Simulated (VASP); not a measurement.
# RbBr (Fm-3m) in VASP: a series of runs

Runs on RbBr. Level: r2SCAN. Tasks: single point.

All numbers are computed with VASP 6.6.1; they aren't measurements. Logs are shortened: lines on timing, memory, paths and dates and some standing lists are left out, and cuts for length are marked.

### 1 The structure

The structure is cubic, space group Fm-3m (No. 225). The conventional cell has a = 6.854 Å, b = 6.854 Å, c = 6.854 Å, α = 90.00°, β = 90.00°, γ = 90.00°. Rb (site symmetry m-3m) is surrounded by 6 Br at 3.43 Å. Br (site symmetry m-3m) has 6 Rb at 3.43 Å as nearest neighbours.

### 2 Single point, r2SCAN

INCAR

```
PREC     = Normal         # precision mode
ENCUT    = 400            # plane-wave cutoff, eV
EDIFF    = 1E-6           # SCF threshold, eV
ISMEAR   = 0              # smearing method
SIGMA    = 0.05           # smearing width, eV
LREAL    = False          # projectors in reciprocal space
LASPH    = True           # aspherical terms in the spheres
NELM     = 100            # most SCF steps
ALGO     = Normal         # electronic algorithm
ISIF     = 2              # what is computed and relaxed
LWAVE    = False          # write WAVECAR
LCHARG   = False          # write CHGCAR
METAGGA  = R2SCAN         # meta-GGA
LMIXTAU  = True         
NBANDS   = 15             # bands
ADDGRID  = False
```

KPOINTS

```
Automatic mesh
0
Gamma
  6 6 6
```

POSCAR

```
RbBr
1.0
    0.0000000000      3.4270000000      3.4270000000
    3.4270000000      0.0000000000      3.4270000000
    3.4270000000      3.4270000000      0.0000000000
Rb Br
1 1
Direct
   -0.0027730000      0.0260310000     -0.0127250000
    0.5081730000      0.5251300000      0.4723360000
```

Potentials or basis: VASP PAW PBE potentials, release 64 (Rb_sv, Br).

On the command line:

```console
$ cat potpaw_PBE.64/Rb_sv/POTCAR potpaw_PBE.64/Br/POTCAR > POTCAR
$ mpirun -np 1 vasp_std > vasp.out
```

OUTCAR:

```text
PREC = Normal
   ENCUT = 400
   EDIFF = 1E-6
   ISMEAR = 0
   LREAL = False
   LASPH = True
   NELM = 100
   ISIF = 2
   METAGGA = R2SCAN

 Found    112 irreducible k-points:

 Following reciprocal coordinates:
            Coordinates               Weight
  0.000000  0.000000  0.000000      1.000000
  0.166667  0.000000  0.000000      2.000000
  0.000000  0.166667  0.000000      2.000000
  0.000000  0.000000  0.166667      2.000000
  0.166667  0.166667  0.166667      2.000000
  0.333333  0.000000  0.000000      2.000000
   k-points           NKPTS =    112   k-points in BZ     NKDIM =    112   number of bands    NBANDS=     15
   number of dos      NEDOS =    301   number of ions     NIONS =      2
   total plane-waves  NPLWV =  13824
   dimension x,y,z NGX =    24 NGY =   24 NGZ =   24
   dimension x,y,z NGXF=    48 NGYF=   48 NGZF=   48
   ions per type =               1   1
   NGX,Y,Z   is equivalent  to a cutoff of   8.23,  8.23,  8.23 a.u.
   NGXF,Y,Z  is equivalent  to a cutoff of  16.47, 16.47, 16.47 a.u.
 SYSTEM =  unknown system
   PREC   = normal    normal or accurate (medium, high low for compatibility)
   ISTART =      0    job   : 0-new  1-cont  2-samecut
   ICHARG =      2    charge: 1-file 2-atom 10-const
   ISPIN  =      1    spin polarized calculation?
   LNONCOLLINEAR =      F non collinear calculations
   LSORBIT =      F    spin-orbit coupling
   LASPH  =      T    aspherical Exc in radial PAW
   ENCUT  =  400.0 eV  29.40 Ry    5.42 a.u.   7.90  7.90  7.90*2*pi/ulx,y,z
   NELM   =    100;   NELMIN=  2; NELMDL= -5     # of ELM steps
   EDIFF  = 0.1E-05   stopping-criterion for ELM
   LREAL  =      F    real-space projection
   EDIFFG = 0.1E-04   stopping-criterion for IOM
   NSW    =      0    number of steps for IOM
   IBRION =     -1    ionic relax: 0-MD 1-quasi-New 2-CG
   NFREE  =      0    steps in history (QN), initial steepest desc. (CG)
   ISIF   =      2    stress and relaxation
   ISYM   =      2    0-nonsym 1-usesym 2-fastsym
   POTIM  = 0.5000    time-step for ionic-motion
   TEBEG  =    0.0;   TEEND  =   0.0 temperature during run
   PSTRESS=    0.0 pullay stress
   NELECT =      16.0000    total number of electrons
   NUPDOWN=      -1.0000    fix difference up-down
   EMIN   =  10.00;   EMAX   =-10.00  energy-range for DOS
   EFERMI =   0.00;   METHOD = LEGACY
   ISMEAR =     0;   SIGMA  =   0.05  broadening in eV -4-tet -1-fermi 0-gaus
   EFERMI_NEDOS =   21; number of points for ismear=-14 and -15
   IALGO  =     38    algorithm
   IMIX   =      4    mixing-type and parameters
     AMIX     =   0.40;   BMIX     =  1.00
     AMIX_MAG =   1.60;   BMIX_MAG =  1.00
  volume/ion in A,a.u.               =      40.25       271.61
  Fermi-wavevector in a.u.,A,eV,Ry     =   0.955412  1.805467 12.419564  0.912812
  Thomas-Fermi vector in A             =   2.084247
   LORBIT       =      0    0 simple, 1 ext, 2 COOP (PROOUT), +10 PAW based schemes
   METAGGA = R2SCAN    functional components
   LHFCALC =     F    Hartree Fock is set to
   AEXX    =    0.0000 exact exchange contribution
   IVDW    =     0    specifies the selected vdW correction
   LEPSILON=     F    determine dielectric tensor
   LRPA    =     F    only Hartree local field effects (RPA)
 non-spin polarized calculation
 Gauss-broadening in eV      SIGMA  =   0.05
  energy-cutoff  :      400.00
  volume of cell :       80.50
 maximum number of plane-waves:      1484
   NGX = 15   NGY = 15   NGZ = 15

 number of electron      16.0000002 magnetization

 Free energy of the ion-electron system (eV)
  ---------------------------------------------------
  ext. energy  EPLUGINS =         0.00000000
  ---------------------------------------------------
  free energy    TOTEN  =       -31.14848845 eV

  energy without entropy =      -31.14848845  energy(sigma->0) =      -31.14848845

 E-fermi :  -1.9460     XC(G=0):  -7.6310

 val. band max:       -2.1598505744   @ k =   0.0000   0.0000   0.0000
 cond. band min:       2.8107190856   @ k =   0.0000   0.0000   0.0000
 fundamental gap:      4.9705696599
 Fermi energy:        -1.9459887868

 k-point     1 :       0.0000    0.0000    0.0000
  band No.  band energies     occupation
      1     -27.3122      2.00000
      2     -14.7733      2.00000
      3     -10.8419      2.00000
      4     -10.8417      2.00000
      5     -10.8413      2.00000
      6      -2.1602      2.00000
      7      -2.1602      2.00000
      8      -2.1599      2.00000
      9       2.8107      0.00000
     10       5.7219      0.00000
     11       5.7255      0.00000
     12       5.7294      0.00000
     13       6.7949      0.00000
     14       6.7990      0.00000
     15       9.1763      0.00000

 k-point     2 :       0.1667    0.0000    0.0000
  band No.  band energies     occupation
      1     -27.3097      2.00000
      2     -14.7839      2.00000
      3     -10.8440      2.00000
      4     -10.8434      2.00000
      5     -10.8272      2.00000
      6      -2.4516      2.00000
      7      -2.2521      2.00000
      8      -2.2515      2.00000
      9       3.4429      0.00000
     10       5.5368      0.00000
     11       6.0623      0.00000
     12       6.0676      0.00000
     13       7.2154      0.00000
     14       7.2185      0.00000
     15      10.2571      0.00000

 k-point     3 :       0.0000    0.1667    0.0000
  band No.  band energies     occupation
      1     -27.3097      2.00000
      2     -14.7840      2.00000
      3     -10.8445      2.00000
      4     -10.8433      2.00000
      5     -10.8267      2.00000
      6      -2.4517      2.00000
      7      -2.2520      2.00000
      8      -2.2509      2.00000
      9       3.4429      0.00000
     10       5.5323      0.00000
     11       6.0630      0.00000
     12       6.0672      0.00000
     13       7.2156      0.00000
     14       7.2226      0.00000
     15      10.2568      0.00000

 k-point     4 :       0.0000    0.0000    0.1667
  band No.  band energies     occupation
      1     -27.3097      2.00000
      2     -14.7839      2.00000
      3     -10.8437      2.00000
      4     -10.8433      2.00000
      5     -10.8277      2.00000
      6      -2.4515      2.00000
      7      -2.2523      2.00000
      8      -2.2520      2.00000
      9       3.4428      0.00000
     10       5.5407      0.00000
     11       6.0634      0.00000
     12       6.0662      0.00000
     13       7.2135      0.00000
     14       7.2167      0.00000
     15      10.2573      0.00000

 k-point     5 :       0.1667    0.1667    0.1667
  band No.  band energies     occupation
      1     -27.3097      2.00000
      2     -14.7840      2.00000
      3     -10.8443      2.00000
      4     -10.8434      2.00000
      5     -10.8268      2.00000
      6      -2.4517      2.00000
      7      -2.2520      2.00000
      8      -2.2511      2.00000
      9       3.4429      0.00000
     10       5.5332      0.00000
     11       6.0627      0.00000
     12       6.0674      0.00000
     13       7.2156      0.00000
     14       7.2218      0.00000
     15      10.2568      0.00000

 k-point     6 :       0.3333    0.0000    0.0000
  band No.  band energies     occupation
      1     -27.3048      2.00000
      2     -14.8051      2.00000
      3     -10.8469      2.00000
      4     -10.8465      2.00000
      5     -10.8007      2.00000
      6      -2.9264      2.00000
      7      -2.4253      2.00000
      8      -2.4245      2.00000
      9       4.6459      0.00000
     10       5.6765      0.00000
     11       7.0140      0.00000
     12       7.0174      0.00000
     13       8.2562      0.00000
     14       8.2600      0.00000
     15      10.2816      0.00000

 [... further k-points ...]

------------------------ aborting loop because EDIFF is reached ----------------------------------------

  FORCE on cell =-STRESS in cart. coord.  units (eV):
  Direction    XX          YY          ZZ          XY          YZ          ZX
  --------------------------------------------------------------------------------------
  -------------------------------------------------------------------------------------
  Total        0.2660774      0.2373691      0.2479150     -0.0018009      0.0012583      0.0047756
  in kB        5.2959800      4.7245722      4.9344763     -0.0358443      0.0250443      0.0950535
  external PRESSURE =       4.9850095 kB  Pullay stress =       0.0000000 kB

 VOLUME and BASIS-vectors are now :
 -----------------------------------------------------------------------------
  energy-cutoff  :      400.00
  volume of cell :       80.50
      direct lattice vectors                 reciprocal lattice vectors
     0.000000000  3.427000000  3.427000000    -0.145900204  0.145900204  0.145900204
     3.427000000  0.000000000  3.427000000     0.145900204 -0.145900204  0.145900204
     3.427000000  3.427000000  0.000000000     0.145900204  0.145900204 -0.145900204

 POSITION                                       TOTAL-FORCE (eV/Angst)
 -----------------------------------------------------------------------------------
      3.47260      6.80089      3.50671        -0.075118     -0.018563      0.046913
      3.41832      3.36020      3.54113         0.075118      0.018563     -0.046913
 -----------------------------------------------------------------------------------
    total drift:                               -0.001007     -0.001210      0.000207

  FREE ENERGIE OF THE ION-ELECTRON SYSTEM (eV)
  ---------------------------------------------------
  free  energy   TOTEN  =       -31.1484884460 eV

  energy  without entropy=      -31.1484884460  energy(sigma->0) =      -31.14848845
```

Wall time 2 min (1 thread of Intel Xeon Platinum 8375C at 2.90GHz (Ice Lake), shared host); peak memory 0.21 GiB.

The run converged, but some of its settings lie outside the range that counts as converged, so its numbers aren't taken as properties of the crystal.

What came out:

| Item | Value |
| --- | --- |
| Free energy | -31.1485 eV |
| Pressure | 0.5 GPa |
| Largest force | 0.090 eV/Å |
| Band gap on the k mesh | 4.97 eV, direct |

Caveat: the PAW data sets were made with another functional, which shifts forces and pressure a little.

### 3 Single point, r2SCAN

INCAR: that of step 2 with these lines changed.

```diff
@@ -1,2 +1,2 @@
-PREC     = Normal         # precision mode
+PREC     = Accurate       # precision mode
 ENCUT    = 400            # plane-wave cutoff, eV
@@ -5,3 +5,3 @@
 SIGMA    = 0.05           # smearing width, eV
-LREAL    = False          # projectors in reciprocal space
+LREAL    = Auto         
 LASPH    = True           # aspherical terms in the spheres
```

KPOINTS is that of step 2.

POSCAR

```
RbBr
1.0
    0.0000000000      3.4270000000      3.4270000000
    3.4270000000      0.0000000000      3.4270000000
    3.4270000000      3.4270000000      0.0000000000
Rb Br
1 1
Direct
    0.0000000000      0.0000000000      0.0000000000
    0.5000000000      0.5000000000      0.5000000000
```

Potentials or basis: VASP PAW PBE potentials, release 64 (Rb_sv, Br).

On the command line:

```console
$ cat potpaw_PBE.64/Rb_sv/POTCAR potpaw_PBE.64/Br/POTCAR > POTCAR
$ mpirun -np 1 vasp_std > vasp.out
```

Run time: 60 s. Hardware: 1 thread of Intel Xeon Platinum 8375C at 2.90GHz (Ice Lake), shared host; peak memory 0.18 GiB.

The run converged, but some of its settings lie outside the range that counts as converged, so its numbers aren't taken as properties of the crystal.

What came out:

```
Free energy            : -31.1517 eV
Pressure               : 0.5 GPa
Band gap on the k mesh : 4.97 eV, direct
```

Caveat: the PAW data sets were made with another functional, which shifts forces and pressure a little.

### 4 Single point, r2SCAN

INCAR is that of step 3.

KPOINTS is that of step 3.

POSCAR

```
RbBr
1.0
    0.0000000000      3.4270000000      3.4270000000
    3.4270000000      0.0000000000      3.4270000000
    3.4270000000      3.4270000000      0.0000000000
Rb Br
1 1
Direct
   -0.0027730000      0.0260310000     -0.0127250000
    0.5081730000      0.5251300000      0.4723360000
```

On the command line:

```console
$ cat potpaw_PBE.64/Rb_sv/POTCAR potpaw_PBE.64/Br/POTCAR > POTCAR
$ mpirun -np 1 vasp_std > vasp.out
```

Run time: 5.1 min. Hardware: 1 thread of Intel Xeon Platinum 8375C at 2.90GHz (Ice Lake), shared host; peak memory 0.21 GiB.

These settings aren't checked as converged: the numbers below hold their error.

Results:

* Free energy: -31.1487 eV
* Pressure: 0.5 GPa
* Largest force: 0.091 eV/Å
* Band gap on the k mesh: 4.97 eV, direct

Caveat: the PAW data sets were made with another functional, which shifts forces and pressure a little.

### 5 Single point, r2SCAN

INCAR: that of step 4 with these lines changed.

```diff
@@ -2,6 +2,6 @@
 ENCUT    = 400            # plane-wave cutoff, eV
-EDIFF    = 1E-6           # SCF threshold, eV
+EDIFF    = 0.01           # SCF threshold, eV
 ISMEAR   = 0              # smearing method
 SIGMA    = 0.05           # smearing width, eV
-LREAL    = Auto         
+LREAL    = False          # projectors in reciprocal space
 LASPH    = True           # aspherical terms in the spheres
```

KPOINTS is that of step 4.

POSCAR

```
RbBr
1.0
    0.0000000000      3.4270000000      3.4270000000
    3.4270000000      0.0000000000      3.4270000000
    3.4270000000      3.4270000000      0.0000000000
Rb Br
1 1
Direct
    0.0000000000      0.0000000000      0.0000000000
    0.5000000000      0.5000000000      0.5000000000
```

On the command line:

```console
$ cat potpaw_PBE.64/Rb_sv/POTCAR potpaw_PBE.64/Br/POTCAR > POTCAR
$ mpirun -np 1 vasp_std > vasp.out
```

Wall time 31 s (1 thread of Intel Xeon Platinum 8375C at 2.90GHz (Ice Lake), shared host); peak memory 0.18 GiB.

These settings aren't checked as converged: the numbers below hold their error.

What came out:

```yaml
Free_energy: -31.1504 eV
Pressure: 0.7 GPa
Band_gap_on_the_k_mesh: 4.96 eV, direct
```

Caveat: the PAW data sets were made with another functional, which shifts forces and pressure a little.

### 6 Single point, r2SCAN

INCAR is that of step 5.

KPOINTS is that of step 5.

POSCAR

```
RbBr
1.0
    0.0000000000      3.4270000000      3.4270000000
    3.4270000000      0.0000000000      3.4270000000
    3.4270000000      3.4270000000      0.0000000000
Rb Br
1 1
Direct
   -0.0027730000      0.0260310000     -0.0127250000
    0.5081730000      0.5251300000      0.4723360000
```

Potentials or basis: VASP PAW PBE potentials, release 64 (Rb_sv, Br).

On the command line:

```console
$ cat potpaw_PBE.64/Rb_sv/POTCAR potpaw_PBE.64/Br/POTCAR > POTCAR
$ mpirun -np 1 vasp_std > vasp.out
```

Run time: 2.6 min. Hardware: 1 thread of Intel Xeon Platinum 8375C at 2.90GHz (Ice Lake), shared host; peak memory 0.24 GiB.

The run converged, but some of its settings lie outside the range that counts as converged, so its numbers aren't taken as properties of the crystal.

Results:

| Property | Result |
| --- | --- |
| Free energy | -31.1473 eV |
| Pressure | 0.8 GPa |
| Largest force | 0.088 eV/Å |
| Band gap on the k mesh | 4.96 eV, direct |

Caveat: the PAW data sets were made with another functional, which shifts forces and pressure a little.
